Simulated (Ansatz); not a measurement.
**GaN: relaxation of cell and atoms with revPBE+D4**

GaN:

```
CELL_PARAMETERS angstrom
0.00000 2.25350 2.25350
2.25350 0.00000 2.25350
2.25350 2.25350 0.00000
ATOMIC_POSITIONS crystal
Ga 0.00000 0.00000 0.00000
N 0.25000 0.25000 0.25000
```

The cell is a database's computed one.

```json
{"Program": "Ansatz 0.2.0", "Task": "relaxation of cell and atoms", "Functional": "revPBE", "Dispersion": "D4", "Potentials or basis": "Ansatz PAW", "Cutoff": "420 eV (not typed: the program's choice for these potentials)", "k mesh": "10 × 10 × 10", "Occupations": "fermi-dirac, width 0.05 eV", "Spin": "no spin polarisation"}
```

The relaxed volume is 11.23 Å³/atom. The relaxed cell is a = 3.167 Å, b = 3.167 Å, c = 3.167 Å, α = 60.00°, β = 60.00°, γ = 60.00°, the space group after relaxing (to 0.05 Å) is F-43m (No. 216) and the energy gained by relaxing is 2.3 meV/atom. The ionic steps are 4. The pressure after relaxing is 0.0 GPa. The band gap on the k mesh is 1.86 eV, direct.

Step by step:
| step | energy change (eV) | largest force (eV/Å) | volume (Å³) |
| --- | --- | --- | --- |
| 1 | 0.0000 | 0.0000 | 22.89 |
| 2 | -0.0045 | 0.0000 | 22.64 |
| 3 | -0.0058 | 0.0000 | 22.46 |
| 4 | -0.0046 | 0.0000 | 22.46 |

Final structure:
```
CELL_PARAMETERS angstrom
0.00000 2.23947 2.23947
2.23947 0.00000 2.23947
2.23947 2.23947 0.00000
ATOMIC_POSITIONS crystal
Ga 0.00000 0.00000 0.00000
N 0.25000 0.25000 0.25000
```

Levels at points of the mesh, in eV from the valence-band top:
| k point | band 5 | band 6 | band 7 | band 8 | band 9 | band 10 | band 11 | band 12 | band 13 |
| --- | --- | --- | --- | --- | --- | --- | --- | --- | --- |
| (0.00, 0.00, 0.00) | -13.16 | -13.16 | 0.00 | 0.00 | 0.00 | 1.86 | 10.48 | 10.48 | 10.48 |
| (0.00, 0.00, -0.50) | -13.11 | -11.92 | -7.13 | -0.99 | -0.99 | 4.82 | 8.87 | 10.50 | 10.50 |
| (0.00, -0.50, -0.50) | -13.08 | -11.51 | -6.18 | -2.76 | -2.76 | 3.40 | 6.85 | 11.92 | 14.22 |

It took 11 s on 2 threads of Intel(R) Xeon(R) Processor @ 2.50GHz (Skylake/Cascade Lake), with other jobs on the host, peak memory 0.34 GiB.

Caveat: the plane-wave basis is chosen anew once the cell has moved, so the energies of steps on either side of that aren't comparable; the pressure holds a Pulay correction of +0.5 GPa for the finite cutoff; the PAW data sets come from PBE, with cores solved anew for the run's functional, which leaves a small shift of forces and pressure. A hybrid or GW would open this gap; revPBE tends to underestimate it.
